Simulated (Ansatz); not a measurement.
Crystal: Ge.

```xyz
2
Lattice="-2.5745 2.5745 1.3974 2.5745 -2.5745 1.3974 2.5745 2.5745 -1.3974" Properties=species:S:1:pos:R:3 pbc="T T T"
Ge    0.0000    0.0000    1.3974
Ge    2.5745    0.0000    0.6987
```

This isn't the form of Ge at room conditions, which is diamond.

- Program: Ansatz 0.2.0
- Task: single point
- Functional: PBE
- Potentials or basis: Ansatz PAW
- Cutoff: 420 eV (not typed: the program's choice for these potentials)
- k mesh: 11 × 11 × 11
- Occupations: fermi-dirac, width 0.05 eV
- Spin: no spin polarisation

On this cell: pressure 3.2 GPa; largest force under 0.003 eV/Å; band gap on the k mesh none (metal or under the smearing width).

The same run follows on a disturbed copy (atoms moved at random, drawn with an rms of 0.05 Å):

```xyz
2
Lattice="-2.5745 2.5745 1.3974 2.5745 -2.5745 1.3974 2.5745 2.5745 -1.3974" Properties=species:S:1:pos:R:3 pbc="T T T"
Ge   -0.0291   -0.0055    1.3415
Ge    2.5858    0.0243    0.6717
```

Q: What does the disturbed cell give?

A: The energy (extrapolated to zero smearing) moves by +2.5 meV/atom; pressure 3.3 GPa; largest force 0.196 eV/Å; band gap on the k mesh none (metal or under the smearing width).

Forces on the atoms (eV/Å):
```
Ge   0.164  0.105  0.021
Ge  -0.164 -0.105 -0.021
```

Stress tensor (GPa, compression positive):
```
 3.80 -0.03  0.33
-0.03  2.97 -0.21
 0.33 -0.21  3.00
```
